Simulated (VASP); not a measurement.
Input of a VASP 6.6.1 run:

The input INCAR:

```
SYSTEM = Cl
PREC = Accurate
ENCUT = 600
EDIFF = 1E-6
ISMEAR = 0
SIGMA = 0.02
LREAL = .FALSE.
LASPH = .TRUE.
NELM = 100
ALGO = Normal
ISIF = 3
LWAVE = .FALSE.
LCHARG = .FALSE.
GGA = PE
IVDW = 12
IBRION = 2
NSW = 40
EDIFFG = -0.01
KPAR = 2
```

The input KPOINTS:

```
Automatic mesh
0
G
  6 6 4
  0 0 0
```

File POSCAR:

```
Cl
1.0
    3.1450000000     -2.2500000000      0.0000000000
    3.1450000000      2.2500000000      0.0000000000
    0.0000000000      0.0000000000      8.2100000000
Cl
4
Direct
    0.3700000000      0.6300000000      0.4000000000
    0.1300000000      0.8700000000      0.9000000000
    0.6300000000      0.3700000000      0.6000000000
    0.8700000000      0.1300000000      0.1000000000
```

Potentials or basis: VASP PAW PBE potentials, release 64 (Cl).

Run with:

```bash
$ cat potpaw_PBE.64/Cl/POTCAR > POTCAR
$ mpirun -np 2 vasp_std > vasp.out
```

(1) Predict the space group after relaxing (to 0.05 Å).

(2) Estimate the relaxed cell.

Answers

(1) Cmce (No. 64).

(2) a = 3.862 Å, b = 3.862 Å, c = 8.098 Å, α = 90.00°, β = 90.00°, γ = 64.31°.
